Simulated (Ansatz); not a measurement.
## Fe3Co: how the k-point mesh moves the results

Computed with DFT r2SCAN, scalar-relativistic, plane waves, PAW (Ansatz 0.2.0).

```
Fe Co
1.0
     4.02358    0.00000    0.00000
     0.00000    4.02358    0.00000
     0.00000    0.00000    2.82771
Fe Co
3 1
Direct
  0.50000 0.50000 0.00000
  0.50000 0.00000 0.50000
  0.00000 0.50000 0.50000
  0.00000 0.00000 0.00000
```

```
plane-wave cutoff                               : 500 eV
occupation rule                                 : Gaussian smearing, 0.1 eV
list of starting moments (μB, in atom order)    : 2.96 3.16 3.16 2.11
check for lower electronic states after the SCF : asked for but not made
```

The atoms stay fixed while the k-point mesh is varied. ΔE is the energy extrapolated to zero smearing, less that of the reference run (14×14×18). The cell isn't necessarily relaxed at this level. The meshes are Γ-centred. Pressure is positive in compression.

Times are rough; the reference took 3.2 min on 1 thread of Intel(R) Xeon(R) 6975P-C (Granite Rapids), with other jobs on the host, peak memory 1.5 GiB.

Question: Tried: 1×1×1, 2×2×2, 2×2×4, 4×4×6, 6×6×6, 6×6×8, 6×6×10, 8×8×10, 8×8×12, 10×10×14, 12×12×16, 14×14×18. From which k-point mesh on does the energy per atom stay within 100, 10 and 1 meV of the reference?

Answer: 2×2×4 for 100 meV, 6×6×6 for 10 meV, 8×8×10 for 1 meV. The reference itself isn't shown to be converged.

```
    mesh  ΔE (meV/atom) P (GPa) cell moment (μB) irreducible points wall time (s)
   1×1×1          -98.5    20.28             13.00                   1            4.7
   2×2×2            344    10.36              9.75                   6             10
   2×2×4           88.6     8.83             10.62                   9            9.5
   4×4×6           12.9     1.86              9.96                  24             17
   6×6×6           6.92     1.13              9.87                  40             25
   6×6×8           2.86     0.12              9.74                  50             30
  6×6×10           2.39    -0.12              9.70                  60             35
  8×8×10          -0.27     0.47              9.79                  90             52
  8×8×12          -0.50     0.21              9.75                 105             60
10×10×14           0.08     0.37              9.78                 168             92
12×12×16           0.28     0.25              9.77                 252            140
14×14×18           0.00     0.21              9.76                 360            190
```

The check for lower electronic states wasn't made in the runs 1×1×1, 2×2×2, 2×2×4, 4×4×6, 6×6×6, 6×6×8, 6×6×10, 8×8×10, 8×8×12, 10×10×14, 12×12×16, 14×14×18. Moments started parallel; other magnetic orders weren't tried and can lie lower.